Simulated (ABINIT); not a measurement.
# GaN (F-43m) in ABINIT: single point with B3LYP

Aim: the single point of GaN with B3LYP.

Everything below comes from runs of ABINIT 10.8.3 (patched build). Logs are shortened: lines on timing, memory, paths and dates and some standing lists are left out, and cuts for length are marked. The log counts tension as positive stress, the text compression.

**The experiment to reproduce.**

A printed reference work, textbook reports, for a bulk crystal of GaN at 0 K: band gap 3.299 eV (direct).

How close the calculation comes is told below.

## (1) The structure

Symmetry: F-43m, No. 216, cubic system. The conventional cell has a = 4.507 Å, b = 4.507 Å, c = 4.507 Å, α = 90.00°, β = 90.00°, γ = 90.00°. Around Ga (site symmetry -43m) lie 4 N at 1.95 Å. N (site symmetry -43m) is surrounded by 4 Ga at 1.95 Å.

The cell is a database's computed one.

## (2) Single point, B3LYP

run.abi reads:

```
# Pseudopotentials
pp_dirpath "./"
pseudos "31_Ga_13_1.9_2.4_pbe_n_v1.0.psp8, 07_N_5_1.2_1.4_pbe_n_v1.0.psp8"

# Structure
acell 3*1.0 Angstrom
rprim
     0.0000000000     2.2535006075     2.2535006075
     2.2535006075     0.0000000000     2.2535006075
     2.2535006075     2.2535006075     0.0000000000
ntypat 2
znucl 31 7
natom 2
typat 1 2
xred
     0.0000000000     0.0000000000     0.0000000000
     0.2500000000     0.2500000000     0.2500000000

# Plane-wave basis
ecut 29.0

# k points
kptopt 1
ngkpt 8 8 8
nshiftk 1
shiftk 0.0 0.0 0.0

# Exchange and correlation
ixc -402
fockdownsampling 2 2 2

# Bands and occupations
nband 13
occopt 3
tsmear 0.05 eV

# SCF cycle
nstep 60
toldfe 1.0e-7

# Output
iomode 3
prtwf 0
prtden 0
prteig 0
prtebands 0
enunit 1
```

Potentials or basis: SPMS NC PBE v1.0.

Started as:

```sh
mpirun --bind-to none -np 4 abinit run.abi > log 2>&1
```

run.abo:

```text
.Version 10.8.3 of ABINIT
 Symmetries : space group F-4 3 m (#216); Bravais cF (face-center cubic)
================================================================================
 Values of the parameters that define the memory need of the present run
     intxc =       0    ionmov =       0      iscf =       7    lmnmax =       6
     lnmax =       6     mgfft =      30  mpssoang =       3    mqgrid =    3001
     natom =       2  nloc_mem =       1    nspden =       1   nspinor =       1
    nsppol =       1      nsym =      24    n1xccc =    2501    ntypat =       2
    occopt =       3   xclevel =       2
       mpw =        1174          nfft =       27000          nkpt =          29
================================================================================
================================================================================

--------------------------------------------------------------------------------
------------- Echo of variables that govern the present computation ------------
--------------------------------------------------------------------------------
 -outvars: echo values of preprocessed input variables --------
            acell      1.8897261259E+00  1.8897261259E+00  1.8897261259E+00 Bohr
              amu      6.97230000E+01  1.40067400E+01
             ecut      2.90000000E+01 Hartree
           enunit           1
 fockdownsampling           2       2       2
              ixc        -402
                       outvar_i_n : Printing only first  50 k-points.
         kptrlatt        8    0    0      0    8    0      0    0    8
          kptrlen      4.81794160E+01
            natom           2
            nband          13
          nbandhf          13
            ngfft          30      30      30
             nkpt          29
           nkpthf          64
            nstep          60
             nsym          24
           ntypat           2
           occopt           3
        optforces           0
        optstress           0
           prtden           0
        prtebands           0
           prteig           0
            prtwf           0
            rprim      0.0000000000E+00  2.2535006075E+00  2.2535006075E+00
                       2.2535006075E+00  0.0000000000E+00  2.2535006075E+00
                       2.2535006075E+00  2.2535006075E+00  0.0000000000E+00
          spgroup         216
           toldfe      1.00000000E-07 Hartree
           tsmear      1.83746611E-03 Hartree
            typat      1  2
          usefock           1
           xangst      0.0000000000E+00  0.0000000000E+00  0.0000000000E+00
                       1.1267503037E+00  1.1267503037E+00  1.1267503037E+00
            xcart      0.0000000000E+00  0.0000000000E+00  0.0000000000E+00
                       2.1292494864E+00  2.1292494864E+00  2.1292494864E+00
             xred      0.0000000000E+00  0.0000000000E+00  0.0000000000E+00
                       2.5000000000E-01  2.5000000000E-01  2.5000000000E-01
            znucl       31.00000    7.00000

================================================================================

 chkinp: Checking input parameters for consistency.

================================================================================
== DATASET  1 ==================================================================

--- !DatasetInfo
iteration_state: {dtset: 1, }
dimensions: {natom: 2, nkpt: 29, mband: 13, nsppol: 1, nspinor: 1, nspden: 1, mpw: 1174, }
cutoff_energies: {ecut:  29.0, pawecutdg:  -1.0, }
electrons: {nelect:   1.80000000E+01, charge:   0.00000000E+00, occopt:   3.00000000E+00, tsmear:   1.83746611E-03, }
meta: {optdriver: 0, ionmov: 0, optcell: 0, iscf: 7, paral_kgb: 0, }
...

 Real(R)+Recip(G) space primitive vectors, cartesian coordinates (Bohr,Bohr^-1):
 R(1)=  0.0000000  4.2584990  4.2584990  G(1)= -0.1174123  0.1174123  0.1174123
 R(2)=  4.2584990  0.0000000  4.2584990  G(2)=  0.1174123 -0.1174123  0.1174123
 R(3)=  4.2584990  4.2584990  0.0000000  G(3)=  0.1174123  0.1174123 -0.1174123
 Unit cell volume ucvol=  1.5445417E+02 bohr^3
 Angles (23,13,12)=  6.00000000E+01  6.00000000E+01  6.00000000E+01 degrees

 getcut: wavevector=  0.0000  0.0000  0.0000  ngfft=  30  30  30
         ecut(hartree)=     29.000   => boxcut(ratio)=   2.05716

--- Pseudopotential description ------------------------------------------------
- pspini: atom type   1  psp file is ./31_Ga_13_1.9_2.4_pbe_n_v1.0.psp8
    8   11    2    4       600   0.00000      pspcod,pspxc,lmax,lloc,mmax,r2well
    5.99000000000000    5.00000000000000    0.00000000000000   rchrg,fchrg,qchrg
     nproj     2     2     2
     extension_switch     1

- pspini: atom type   2  psp file is ./07_N_5_1.2_1.4_pbe_n_v1.0.psp8
    8   11    1    4       600   0.00000      pspcod,pspxc,lmax,lloc,mmax,r2well
    5.99000000000000    4.00000000000000    0.00000000000000   rchrg,fchrg,qchrg
     nproj     2     2
     extension_switch     1

   6.67633770E+02                                ecore*ucvol(ha*bohr**3)
--------------------------------------------------------------------------------

================================================================================

--- !BeginCycle
iteration_state: {dtset: 1, }
solver: {iscf: 7, nstep: 60, nline: 4, wfoptalg: 0, }
tolerances: {toldfe: 1.00E-07, }
...

     iter   Etot(hartree)      deltaE(h)  residm     vres2
 ETOT  1  -81.454055819830    -8.145E+01 3.924E-01 2.551E+02
 ETOT  2  -83.863022873647    -2.409E+00 1.870E-02 6.721E+01
 ETOT  3  -83.895054469452    -3.203E-02 6.118E-03 4.069E+00
 ETOT  4  -83.896713714057    -1.659E-03 2.378E-03 1.393E+00
 ETOT  5  -83.896934244930    -2.205E-04 7.140E-04 1.240E-01
 ETOT  6  -83.896974869106    -4.062E-05 4.060E-04 4.055E-04
 ETOT  7  -83.896993431354    -1.856E-05 2.349E-04 1.201E-03
 ETOT  8  -83.896991705825     1.726E-06 1.007E-04 1.512E-04
 ETOT  9  -83.896988979267     2.727E-06 1.398E-04 1.069E-04
 ETOT 10  -83.896989129005    -1.497E-07 1.185E-04 6.082E-06
 ETOT 11  -83.896989805232    -6.762E-07 1.657E-04 4.250E-07
 ETOT 12  -83.896989938585    -1.334E-07 1.341E-04 8.582E-08
 ETOT 13  -83.896989895664     4.292E-08 1.838E-04 5.294E-10
 ETOT 14  -83.896989876560     1.910E-08 1.438E-04 7.768E-10

 At SCF step   14, etot is converged :
  for the second time, diff in etot=  1.910E-08 < toldfe=  1.000E-07

--- !ResultsGS
iteration_state: {dtset: 1, }
comment   : Summary of ground state results
lattice_vectors:
- [  0.0000000,   4.2584990,   4.2584990, ]
- [  4.2584990,   0.0000000,   4.2584990, ]
- [  4.2584990,   4.2584990,   0.0000000, ]
lattice_lengths: [   6.02243,    6.02243,    6.02243, ]
lattice_angles: [ 60.000,  60.000,  60.000, ] # degrees, (23, 13, 12)
lattice_volume:   1.5445417E+02
convergence: {deltae:  1.910E-08, res2:  7.768E-10, residm:  1.438E-04, diffor:  0.000E+00, }
etotal    :  -8.38969899E+01
entropy   :   0.00000000E+00
fermie    :   1.90679922E-01
cartesian_stress_tensor: null
pressure_GPa: null
xred      :
- [  0.0000E+00,   0.0000E+00,   0.0000E+00, Ga]
- [  2.5000E-01,   2.5000E-01,   2.5000E-01,  N]
cartesian_forces: null
force_length_stats: {min: null, max: null, mean: null, }
...

 Integrated electronic density in atomic spheres:
 ------------------------------------------------
 Atom  Sphere_radius  Integrated_density
    1        2.00000         10.92063072
    2        2.00000          5.28141434
================================================================================

 ----iterations are completed or convergence reached----

 Mean square residual over all n,k,spin=   42.099E-08; max=  14.379E-05
 reduced coordinates (array xred) for    2 atoms
       0.000000000000      0.000000000000      0.000000000000
       0.250000000000      0.250000000000      0.250000000000

 cartesian coordinates (angstrom) at end:
    1      0.00000000000000     0.00000000000000     0.00000000000000
    2      1.12675030375000     1.12675030375000     1.12675030375000
 length scales=  1.889726125908  1.889726125908  1.889726125908 bohr
              =  1.000000000000  1.000000000000  1.000000000000 angstroms
 Fermi (or HOMO) energy (eV) =   5.18867   Average Vxc (eV)=  -9.50021
 Eigenvalues (   eV  ) for nkpt=  29  k points:
 kpt#   1, nband= 13, wtk=  0.00195, kpt=  0.0000  0.0000  0.0000 (reduced coord)
 -13.71230  -10.76371  -10.76371  -10.76371  -10.39414  -10.39414    3.54456    3.54456
   3.54456    6.84306   15.42656   15.42656   15.42656
 prteigrs : prtvol=0 or 1, do not print more k-points.

--- !EnergyTerms
iteration_state     : {dtset: 1, }
comment             : Components of total free energy in Hartree
kinetic             :  6.41558764696920E+01
hartree             :  2.00429340946316E+01
xc                  : -2.06428144755082E+01
Ewald energy        : -5.83371585177303E+01
psp_core            :  4.32253640499217E+00
local_psp           : -5.13509468863850E+01
non_local_psp+x     : -4.20874169662525E+01
internal            : -8.38969898765602E+01
'-kT*entropy'       :  1.40992966348355E-15
total_energy        : -8.38969898765602E+01
...

--- !EnergyTermsDC
iteration_state     : {dtset: 1, }
comment             : '"Double-counting" decomposition of free energy'
band_energy         : -4.68367441637698E+00
Ewald energy        : -5.83371585177303E+01
psp_core            :  4.32253640499217E+00
xc_dc               : -2.51986944452504E+01
internal            : -8.38969909743656E+01
'-kT*entropy'       :  1.40992966348355E-15
total_energy_dc     : -8.38969909743656E+01
...

== END DATASET(S) ==============================================================
================================================================================

 -outvars: echo values of variables after computation  --------
            acell      1.8897261259E+00  1.8897261259E+00  1.8897261259E+00 Bohr
           etotal     -8.3896989877E+01
            fcart      9.9999999999E+99  9.9999999999E+99  9.9999999999E+99
                       9.9999999999E+99  9.9999999999E+99  9.9999999999E+99
            rprim      0.0000000000E+00  2.2535006075E+00  2.2535006075E+00
                       2.2535006075E+00  0.0000000000E+00  2.2535006075E+00
                       2.2535006075E+00  2.2535006075E+00  0.0000000000E+00
           strten      9.9999999999E+99  9.9999999999E+99  9.9999999999E+99
                       9.9999999999E+99  9.9999999999E+99  9.9999999999E+99
           xangst      0.0000000000E+00  0.0000000000E+00  0.0000000000E+00
                       1.1267503037E+00  1.1267503037E+00  1.1267503037E+00
             xred      0.0000000000E+00  0.0000000000E+00  0.0000000000E+00
                       2.5000000000E-01  2.5000000000E-01  2.5000000000E-01
 Calculation completed.
```

Wall time 22 min (4 MPI ranks of Arm Neoverse N1, shared host); peak memory 0.32 GiB.

Results:

* Free energy: -2282.9534 eV
* Band gap on the k mesh: 3.30 eV, direct
* Valence electrons inside the program's atomic spheres: Ga 10.92; N 5.28

Caveat: the cutoff is too short for stress, so the log's stress isn't used; the potentials were made for another functional, which shifts forces and pressure.

## (3) How close it comes

Step 2. Against the measured gap of GaN, 3.299 eV (direct; 0 K; a printed reference work, textbook), the calculated 3.30 eV is off by 0.00 eV. Spin-orbit coupling on Ga is left out. The value is that of B3LYP, without temperature or zero-point motion. The cell is a database's relaxed one, not the measured one, which moves gaps too.
